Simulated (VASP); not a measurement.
# Na3H8 (Fm-3m) in VASP: further runs

One crystal, Na3H8, is run at these levels: PBE; tasks: single point, relaxation of cell and atoms.

Everything below comes from runs of VASP 6.6.1. Logs are shortened: lines on timing, memory, paths and dates and some standing lists are left out, and cuts for length are marked.

### 1 The cell of the first run

The structure is cubic, space group Fm-3m (No. 225). Conventional cell: a = 9.133 Å, b = 9.133 Å, c = 9.133 Å, α = 90.00°, β = 90.00°, γ = 90.00°. Na (site symmetry -43m) is surrounded by 4 H at 2.96 Å. Na (site symmetry m-3m) is surrounded by 8 Na at 3.95 Å and 24 H at 4.07 Å. H (site symmetry 3m) has 3 H at 1.15 Å as nearest neighbours.

The cell was built by a generator and needn't be a form met in nature.

### 2 Single point, PBE (random cell by space group and Wyckoff sites (Fm-3m, No. 225))

INCAR

```
SYSTEM = Na3H8
ALGO = Fast ; EDIFF = 1E-6
ENCUT = 520 ; GGA = PE
ISIF = 2 ; ISMEAR = 0
LASPH = .True. ; LCHARG = .False.
LREAL = .False. ; LWAVE = .False.
NBANDS = 26 ; NELM = 60
PREC = Accurate ; SIGMA = 0.1
```

KPOINTS

```
k-points
0
Gamma
  8 8 8
  0 0 0
```

POSCAR

```
Na3H8
1.0
    0.0000000000      4.5663121514      4.5663121514
    4.5663121514      0.0000000000      4.5663121514
    4.5663121514      4.5663121514      0.0000000000
Na H
3 8
Direct
    0.2500000000      0.2500000000      0.2500000000
    0.7500000000      0.7500000000      0.7500000000
    0.0000000000      0.0000000000      0.0000000000
    0.4370792149      0.4370792149      0.4370792149
    0.4370792149      0.4370792149      0.6887623553
    0.4370792149      0.6887623553      0.4370792149
    0.6887623553      0.4370792149      0.4370792149
    0.5629207851      0.5629207851      0.3112376447
    0.5629207851      0.5629207851      0.5629207851
    0.5629207851      0.3112376447      0.5629207851
    0.3112376447      0.5629207851      0.5629207851
```

Potentials or basis: VASP PAW PBE potentials, release 64 (Na_pv, H).

The run is started by

```sh
cat potpaw_PBE.64/Na_pv/POTCAR potpaw_PBE.64/H/POTCAR > POTCAR
mpirun -np 1 vasp_std > vasp.out
```

OUTCAR:

```text
SYSTEM = Na3H8
   EDIFF = 1E-6
   ENCUT = 520
   GGA = PE
   ISIF = 2
   ISMEAR = 0
   LASPH = .True.
   LREAL = .False.
   NELM = 60
   PREC = Accurate

 ion  position               nearest neighbor table
   1  0.250  0.250  0.250-
   2  0.750  0.750  0.750-
   3  0.000  0.000  0.000-
   4  0.437  0.437  0.437-
   5  0.437  0.437  0.689-
   6  0.437  0.689  0.437-
   7  0.689  0.437  0.437-
   8  0.563  0.563  0.311-
   9  0.563  0.563  0.563-
  10  0.563  0.311  0.563-
  11  0.311  0.563  0.563-

  LATTYP: Found a face centered cubic cell.
 ALAT       =     9.1326243028

  Lattice vectors:

 A1 = (   0.0000000000,   4.5663121514,   4.5663121514)
 A2 = (   4.5663121514,   0.0000000000,   4.5663121514)
 A3 = (   4.5663121514,   4.5663121514,   0.0000000000)

Analysis of symmetry for initial positions (statically):
=====================================================================
 Subroutine PRICEL returns:
 Original cell was already a primitive cell.

 Routine SETGRP: Setting up the symmetry group for a
 face centered cubic supercell.

 Subroutine GETGRP returns: Found 48 space group operations
 (whereof 48 operations were pure point group operations)
 out of a pool of 48 trial point group operations.

The static configuration has the point symmetry O_h .

Analysis of symmetry for dynamics (positions and initial velocities):
=====================================================================
 Subroutine PRICEL returns:
 Original cell was already a primitive cell.

 Routine SETGRP: Setting up the symmetry group for a
 face centered cubic supercell.

 Subroutine GETGRP returns: Found 48 space group operations
 (whereof 48 operations were pure point group operations)
 out of a pool of 48 trial point group operations.

The dynamic configuration has the point symmetry O_h .

 Subroutine INISYM returns: Found 48 space group operations
 (whereof 48 operations are pure point group operations),
 and found     1 'primitive' translations

----------------------------------------------------------------------------------------

                                     Primitive cell

  volume of cell :     190.4262

  direct lattice vectors                    reciprocal lattice vectors
     0.000000000  4.566312151  4.566312151    -0.109497552  0.109497552  0.109497552
     4.566312151  0.000000000  4.566312151     0.109497552 -0.109497552  0.109497552
     4.566312151  4.566312151  0.000000000     0.109497552  0.109497552 -0.109497552

  length of vectors
     6.457740575  6.457740575  6.457740575     0.189655323  0.189655323  0.189655323

  position of ions in fractional coordinates (direct lattice)
     0.250000000  0.250000000  0.250000000
     0.750000000  0.750000000  0.750000000
     0.000000000  0.000000000  0.000000000
     0.437079215  0.437079215  0.437079215
     0.437079215  0.437079215  0.688762355
     0.437079215  0.688762355  0.437079215
     0.688762355  0.437079215  0.437079215
     0.562920785  0.562920785  0.311237645
     0.562920785  0.562920785  0.562920785
     0.562920785  0.311237645  0.562920785
     0.311237645  0.562920785  0.562920785

  ion indices of the primitive-cell ions
   primitive index   ion index
                 1           1
                 2           2
                 3           3
                 4           4
                 5           5
                 6           6
                 7           7
                 8           8
                 9           9
                10          10
                11          11

----------------------------------------------------------------------------------------

 KPOINTS: k-points

Automatic generation of k-mesh.
 Grid dimensions read from file:
 generate k-points for:    8    8    8

 Generating k-lattice:

  Cartesian coordinates                     Fractional coordinates (reciprocal lattice)
    -0.013687194  0.013687194  0.013687194     0.125000000  0.000000000  0.000000000
     0.013687194 -0.013687194  0.013687194     0.000000000  0.125000000  0.000000000
     0.013687194  0.013687194 -0.013687194     0.000000000  0.000000000  0.125000000

  Length of vectors
     0.023706915  0.023706915  0.023706915

  Shift w.r.t. Gamma in fractional coordinates (k-lattice)
     0.000000000  0.000000000  0.000000000

 Subroutine IBZKPT returns following result:
 ===========================================

 Found     29 irreducible k-points:

 Following reciprocal coordinates:
            Coordinates               Weight
  0.000000  0.000000  0.000000      1.000000
  0.125000  0.000000  0.000000      8.000000
  0.250000  0.000000  0.000000      8.000000
  0.375000  0.000000  0.000000      8.000000
  0.500000  0.000000  0.000000      4.000000
  0.125000  0.125000  0.000000      6.000000
[... 16 lines left out ...]
  0.500000  0.250000  0.125000     48.000000
 -0.375000  0.250000  0.125000     24.000000
 [... further k-points ...]
   k-points           NKPTS =     29   k-points in BZ     NKDIM =     29   number of bands    NBANDS=     26
   number of dos      NEDOS =    301   number of ions     NIONS =     11
   total plane-waves  NPLWV = 110592
   dimension x,y,z NGX =    48 NGY =   48 NGZ =   48
   dimension x,y,z NGXF=    96 NGYF=   96 NGZF=   96
   ions per type =               3   8
   NGX,Y,Z   is equivalent  to a cutoff of  12.36, 12.36, 12.36 a.u.
   NGXF,Y,Z  is equivalent  to a cutoff of  24.71, 24.71, 24.71 a.u.
 SYSTEM =  Na3H8
   PREC   = accura    normal or accurate (medium, high low for compatibility)
   ISTART =      0    job   : 0-new  1-cont  2-samecut
   ICHARG =      2    charge: 1-file 2-atom 10-const
   ISPIN  =      1    spin polarized calculation?
   LNONCOLLINEAR =      F non collinear calculations
   LSORBIT =      F    spin-orbit coupling
   LASPH  =      T    aspherical Exc in radial PAW
   ENCUT  =  520.0 eV  38.22 Ry    6.18 a.u.  12.01 12.01 12.01*2*pi/ulx,y,z
   NELM   =     60;   NELMIN=  2; NELMDL= -5     # of ELM steps
   EDIFF  = 0.1E-05   stopping-criterion for ELM
   LREAL  =      F    real-space projection
   EDIFFG = 0.1E-04   stopping-criterion for IOM
   NSW    =      0    number of steps for IOM
   IBRION =     -1    ionic relax: 0-MD 1-quasi-New 2-CG
   NFREE  =      0    steps in history (QN), initial steepest desc. (CG)
   ISIF   =      2    stress and relaxation
   ISYM   =      2    0-nonsym 1-usesym 2-fastsym
   POTIM  = 0.5000    time-step for ionic-motion
   TEBEG  =    0.0;   TEEND  =   0.0 temperature during run
   PSTRESS=    0.0 pullay stress
   NELECT =      29.0000    total number of electrons
   NUPDOWN=      -1.0000    fix difference up-down
   EMIN   =  10.00;   EMAX   =-10.00  energy-range for DOS
   EFERMI =   0.00;   METHOD = LEGACY
   ISMEAR =     0;   SIGMA  =   0.10  broadening in eV -4-tet -1-fermi 0-gaus
   EFERMI_NEDOS =   21; number of points for ismear=-14 and -15
   IALGO  =     68    algorithm
   IMIX   =      4    mixing-type and parameters
     AMIX     =   0.40;   BMIX     =  1.00
     AMIX_MAG =   1.60;   BMIX_MAG =  1.00
  volume/ion in A,a.u.               =      17.31       116.82
  Fermi-wavevector in a.u.,A,eV,Ry     =   0.874242  1.652079 10.398931  0.764300
  Thomas-Fermi vector in A             =   1.993746
   LORBIT       =      0    0 simple, 1 ext, 2 COOP (PROOUT), +10 PAW based schemes
   GGA     = PE    functional components
   LHFCALC =     F    Hartree Fock is set to
   AEXX    =    0.0000 exact exchange contribution
   IVDW    =     0    specifies the selected vdW correction
   LEPSILON=     F    determine dielectric tensor
   LRPA    =     F    only Hartree local field effects (RPA)
 non-spin polarized calculation
 RMM-DIIS sequential band-by-band and
 Gauss-broadening in eV      SIGMA  =   0.10
  energy-cutoff  :      520.00
  volume of cell :      190.43
 maximum number of plane-waves:      5148
   NGX = 25   NGY = 25   NGZ = 25

 number of electron      28.9999981 magnetization

 Free energy of the ion-electron system (eV)
  ---------------------------------------------------
  ext. energy  EPLUGINS =         0.00000000
  ---------------------------------------------------
  free energy    TOTEN  =       -23.97813063 eV

  energy without entropy =      -23.95764502  energy(sigma->0) =      -23.96788782

 E-fermi :   0.0224     XC(G=0):  -6.2650

 val. band max:        0.0173987727   @ k =   0.5000   0.2500   0.1250
 cond. band min:       0.0732699283   @ k =   0.3750   0.1250   0.0000
 fundamental gap:      0.0558711555
 Fermi energy:         0.0224031469

 k-point     1 :       0.0000    0.0000    0.0000
  band No.  band energies     occupation
      1     -25.4486      2.00000
      2     -25.4486      2.00000
      3     -25.4486      2.00000
      4     -25.4472      2.00000
      5     -25.4472      2.00000
      6     -25.4472      2.00000
[... 18 lines left out ...]
     25       5.5235      0.00000
     26       5.5235      0.00000

 k-point     2 :       0.1250    0.0000    0.0000
  band No.  band energies     occupation
      1     -25.4486      2.00000
      2     -25.4486      2.00000
      3     -25.4486      2.00000
      4     -25.4472      2.00000
      5     -25.4472      2.00000
      6     -25.4472      2.00000
[... 18 lines left out ...]
     25       5.3351      0.00000
     26       5.3434      0.00000

 k-point     3 :       0.2500    0.0000    0.0000
  band No.  band energies     occupation
      1     -25.4484      2.00000
      2     -25.4484      2.00000
      3     -25.4484      2.00000
      4     -25.4474      2.00000
      5     -25.4474      2.00000
      6     -25.4474      2.00000
[... 18 lines left out ...]
     25       5.3946      0.00000
     26       5.3947      0.00000

 k-point     4 :       0.3750    0.0000    0.0000
  band No.  band energies     occupation
      1     -25.4482      2.00000
      2     -25.4482      2.00000
      3     -25.4482      2.00000
      4     -25.4476      2.00000
      5     -25.4476      2.00000
      6     -25.4476      2.00000
[... 18 lines left out ...]
     25       6.1339      0.00000
     26       6.1502      0.00000

 k-point     5 :       0.5000    0.0000    0.0000
  band No.  band energies     occupation
      1     -25.4480      2.00000
      2     -25.4479      2.00000
      3     -25.4479      2.00000
      4     -25.4479      2.00000
      5     -25.4479      2.00000
      6     -25.4479      2.00000
[... 18 lines left out ...]
     25       6.6179      0.00000
     26       6.6774      0.00000

 k-point     6 :       0.1250    0.1250    0.0000
  band No.  band energies     occupation
      1     -25.4487      2.00000
      2     -25.4486      2.00000
      3     -25.4484      2.00000
      4     -25.4474      2.00000
      5     -25.4471      2.00000
      6     -25.4471      2.00000
[... 427 lines left out ...]
 k-point    21 :       0.5000    0.5000    0.0000
  band No.  band energies     occupation
      1     -25.4490      2.00000
      2     -25.4488      2.00000
      3     -25.4488      2.00000
      4     -25.4470      2.00000
      5     -25.4470      2.00000
      6     -25.4469      2.00000
[... 18 lines left out ...]
     25       6.2302      0.00000
     26       6.2303      0.00000

 k-point    22 :       0.3750    0.2500    0.1250
  band No.  band energies     occupation
      1     -25.4488      2.00000
      2     -25.4485      2.00000
      3     -25.4481      2.00000
      4     -25.4478      2.00000
      5     -25.4474      2.00000
      6     -25.4471      2.00000
[... 18 lines left out ...]
     25       5.0958      0.00000
     26       5.6073      0.00000

 k-point    23 :       0.5000    0.2500    0.1250
  band No.  band energies     occupation
      1     -25.4488      2.00000
      2     -25.4484      2.00000
      3     -25.4482      2.00000
      4     -25.4476      2.00000
      5     -25.4475      2.00000
      6     -25.4471      2.00000
[... 18 lines left out ...]
     25       5.6644      0.00000
     26       6.1418      0.00000

 k-point    24 :      -0.3750    0.2500    0.1250
  band No.  band energies     occupation
      1     -25.4486      2.00000
      2     -25.4486      2.00000
      3     -25.4479      2.00000
      4     -25.4479      2.00000
      5     -25.4472      2.00000
      6     -25.4472      2.00000
[... 18 lines left out ...]
     25       6.0928      0.00000
     26       6.4961      0.00000

 [... further k-points ...]
[... 5 lines left out ...]
  --------------------------------------------------------------------------------------
  -------------------------------------------------------------------------------------
  Total       -0.0615427     -0.0615427     -0.0615427      0.0000000     -0.0000000      0.0000000
  in kB       -0.5177977     -0.5177977     -0.5177977      0.0000000     -0.0000000      0.0000000
  external PRESSURE =      -0.5177977 kB  Pullay stress =       0.0000000 kB

 VOLUME and BASIS-vectors are now :
 -----------------------------------------------------------------------------
  energy-cutoff  :      520.00
  volume of cell :      190.43
      direct lattice vectors                 reciprocal lattice vectors
     0.000000000  4.566312151  4.566312151    -0.109497552  0.109497552  0.109497552
     4.566312151  0.000000000  4.566312151     0.109497552 -0.109497552  0.109497552
     4.566312151  4.566312151  0.000000000     0.109497552  0.109497552 -0.109497552

 POSITION                                       TOTAL-FORCE (eV/Angst)
 -----------------------------------------------------------------------------------
      2.28316      2.28316      2.28316        -0.000000     -0.000000      0.000000
      6.84947      6.84947      6.84947         0.000000      0.000000      0.000000
      0.00000      0.00000      0.00000         0.000000     -0.000000      0.000000
      3.99168      3.99168      3.99168         0.011462      0.011462      0.011462
      5.14094      5.14094      3.99168        -0.011462     -0.011462      0.011462
      5.14094      3.99168      5.14094        -0.011462      0.011462     -0.011462
      3.99168      5.14094      5.14094         0.011462     -0.011462     -0.011462
      3.99168      3.99168      5.14094         0.011462      0.011462     -0.011462
      5.14094      5.14094      5.14094        -0.011462     -0.011462     -0.011462
      3.99168      5.14094      3.99168         0.011462     -0.011462      0.011462
      5.14094      3.99168      3.99168        -0.011462      0.011462      0.011462
 -----------------------------------------------------------------------------------
    total drift:                                0.000000     -0.000000      0.000000

  FREE ENERGIE OF THE ION-ELECTRON SYSTEM (eV)
  ---------------------------------------------------
  free  energy   TOTEN  =       -23.9781306254 eV

  energy  without entropy=      -23.9576450221  energy(sigma->0) =      -23.96788782
```

It took 94 s on 1 thread of Intel Xeon Platinum 8488C (Sapphire Rapids), shared host; peak memory 0.36 GiB.

What came out:

- Free energy: -23.9781 eV
- Pressure: -0.1 GPa
- Largest force: 0.020 eV/Å
- Band gap on the k mesh: none (metal or under the smearing width)

Forces in eV/Å, atoms in the order of the input:
```
Na   0.000  0.000  0.000
Na   0.000  0.000  0.000
Na   0.000  0.000  0.000
H    0.011  0.011  0.011
H   -0.011 -0.011  0.011
H   -0.011  0.011 -0.011
H    0.011 -0.011 -0.011
H    0.011  0.011 -0.011
H   -0.011 -0.011 -0.011
H    0.011 -0.011  0.011
H   -0.011  0.011  0.011
```

(Part 1 of 2 ends here.)
